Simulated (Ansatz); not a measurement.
Here is the system:

InCuS₂ (chalcopyrite)

```xyz
8
Lattice="-2.7610 2.7610 5.5652 2.7610 -2.7610 5.5652 2.7610 2.7610 -5.5652" Properties=species:S:1:pos:R:3 pbc="T T T"
Cu     0.0000     2.7610     2.7826
Cu     0.0000     0.0000     0.0000
In     2.7610     0.0000     2.7826
In     0.0000     0.0000     5.5652
S      1.3805     1.2240    -1.3913
S      1.3805     1.5370     4.1739
S      1.5370    -1.3805     6.9565
S      1.2240     4.1415     1.3913
```

E(V) scan at fixed shape, V₀ the volume above. The atoms relax within the cell's symmetry.

Level of theory: r2SCAN (plane waves to 500 eV, PAW, scalar-relativistic; Ansatz, an electronic-structure program). k mesh 9×9×9 (Γ-centred), Fermi-Dirac smearing 0.05 eV. Energies are smeared free energies. Compression counts positive. With the shape held, the modulus is that of even scaling; a crystal free to change shape is softer. InCuS2 is run without spin polarisation. InCuS2 was relaxed with its symmetry unable to fall. ΔE is measured from the relaxed starting cell.

The scan covers V/V₀ from 0.940 to 1.060 in 13 points.

**Question.** What is the fitted pressure derivative B₀′?

**Answer.** 4.8.

**Question.** What bulk modulus at fixed cell shape B₀ follows from a third-order Birch-Murnaghan fit?

**Answer.** 73.5 GPa.

(Under strain, the slope of the energy per volume gives the stress and its curvature an elastic modulus.)
